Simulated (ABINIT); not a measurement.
A run of ABINIT 10.8.3 (patched build) is set up as follows.

Contents of run.abi:

```
# Datasets
ndtset 2

# Pseudopotentials
pp_dirpath "./"
pseudos "Sn.GGA_PBE-ansatz.xml"

# Structure
acell 4.6320193741 4.6320193741 4.6320193741 Angstrom
rprim
     0.0000000000     0.7071067812     0.7071067812
     0.7071067812     0.0000000000     0.7071067812
     0.7071067812     0.7071067812     0.0000000000
ntypat 1
znucl 50
natom 2
typat 1 1
chkprim 0
chksymtnons 0
tolsym 1.0e-6
xred
            3/4            3/4            3/4
            1/2            1/2            1/2

# Plane-wave basis
ecut 419.055348 eV
pawecutdg 30.8
pawxcdev 0
ecutsm 0.5

# k points
ngkpt 8 8 8
nshiftk 1
shiftk 0.0 0.0 0.0

# Exchange and correlation
ixc -116133

# Bands and occupations
nband 22
occopt 4
tsmear 0.00367493

# SCF cycle
nstep 80

# Output
prteig 0
prtebands 0
prtwf 0
prtden 0
prtpot 0

# Dataset 1: ground state
kptopt1 1
tolvrs1 1.0e-11
prtwf1 1
tolwfr1 1.0e-14
nbdbuf1 4
nline1 6

# Dataset 2: atomic displacements at q = 0.5 0.5 0.5
rfphon2 1
rfatpol2 1 2
rfdir2 1 1 1
getwfk2 1
kptopt2 3
nqpt2 1
qpt2 1/2 1/2 1/2
tolvrs2 1.0e-8
```

Potentials or basis: Ansatz PAW PBE default generated set, frozen core.

Command:

```bash
$ mpirun --bind-to none -np 4 abinit run.abi > log 2>&1
```

Predict the highest phonon frequency at the q point run.

171 cm⁻¹.

Estimate the most unstable mode.

50i cm⁻¹.

What does it give for the pressure?

-0.2 GPa.

What does it give for the band gap on the k mesh?

None (metal or under the smearing width).

Phonon frequencies in cm⁻¹ (negative: imaginary):
| q point | frequencies |
| --- | --- |
| (0.500, 0.500, 0.500) | -50 -50 117 141 171 171 |

Caveat: some modes are imaginary; the PAW data sets were made with another functional, which shifts forces and pressure a little.
